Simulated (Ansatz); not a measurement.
The elements of this relaxed trial crystal are hidden behind letters.

```
lattice vectors (Å)
   0.0000    2.1649    2.1649
   2.1649    0.0000    2.1649
   2.1649    2.1649    0.0000
fractional positions
X 0.0000 0.0000 0.0000
Z 0.5000 0.5000 0.5000
```

All numbers below come from DFT PBE, scalar-relativistic, plane waves, PAW in Ansatz. The final run on the 2-atom cell used 420 eV, a Γ-centred 12×12×12 mesh, 0.02 eV smearing and no spin polarisation.

* Space group: Fm-3m (No. 225)
* Conventional cell: a = 4.330 Å
* Volume per atom: 10.15 Å³
* Density: 6.66 g/cm³
* Energy over the elements: −1.271 eV/atom
* Gap on the 12×12×12 mesh of the 2-atom cell: 0.75 eV

Energies are uncorrected and count from the elements' standard states at the same level.

Problem. X is a d-block element of period 4 and Z is a p-block element of period 2. Which elements are they?

Solution. X = Zn, Z = O, so the formula is ZnO, here in the rock salt type. Density times volume gives a mean mass of 6.66 × 10.15/1.6605 = 40.7 u per atom, and this set has 40.7 u. Among the elements that the hints allow, noble gases aside, only these give it. Zn has 6 O at 2.16 Å; O has 6 Zn at 2.16 Å.

Kohn–Sham gaps at this level usually fall short of measured ones. A structure relaxed within its symmetry needn't be a true minimum.
